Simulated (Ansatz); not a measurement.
Reaction (formal exchange of groups at a Ge–O bond): `CC(=O)[O][GeH3]` + `B[SiH2]O` → `O[SiH2][BH][GeH3]` + `CC(=O)O`

Isolated molecules relaxed with PBE0-D4/def2-TZVP in Ansatz; ΔE leaves out vibrations. CCSD(T)/CBS is the MP2 limit (def2-TZVPP, def2-QZVPP) plus CCSD(T) − MP2 in def2-TZVPP, frozen cores. Functionals use def2-TZVPP. For Ge outer-core shells are correlated without core-valence functions, which leaves a few kJ/mol of doubt a bond. Scalar relativity is left out up to krypton. One conformer a species, not always the lowest.

CCSD(T)/CBS gives +0.28 eV.

(1) Another level gave +0.33 eV. Which?
A. r2SCANh-D4/def2-TZVPP
B. revPBE-D4/def2-TZVPP
C. SCS-MP2/def2-TZVPP
D. CCSD/def2-TZVPP

Largest T1 diagnostic among the species: 0.015.

Answers

(1) D. CCSD/def2-TZVPP 0.33, revPBE-D4 0.19, SCS-MP2/def2-TZVPP 0.43, r2SCANh-D4 0.25 eV.

In def2-TZVPP, CCSD(T) changes the Hartree–Fock value by −0.18 eV (the triples alone add −0.00 eV) and MP2 by −0.13 eV. Leaving LDA and LC-ωPBE aside and taking each functional with its dispersion term where it has one, the values, not all of them listed here, spread over 0.22 eV, from PBE-D4 to BHLYP-D4. LDA lies −0.05 eV from PBE without D4.

CCSD(T)/CBS has its own doubt, a few kJ/mol and more with outer-core shells, so smaller differences from it don't rank the levels.
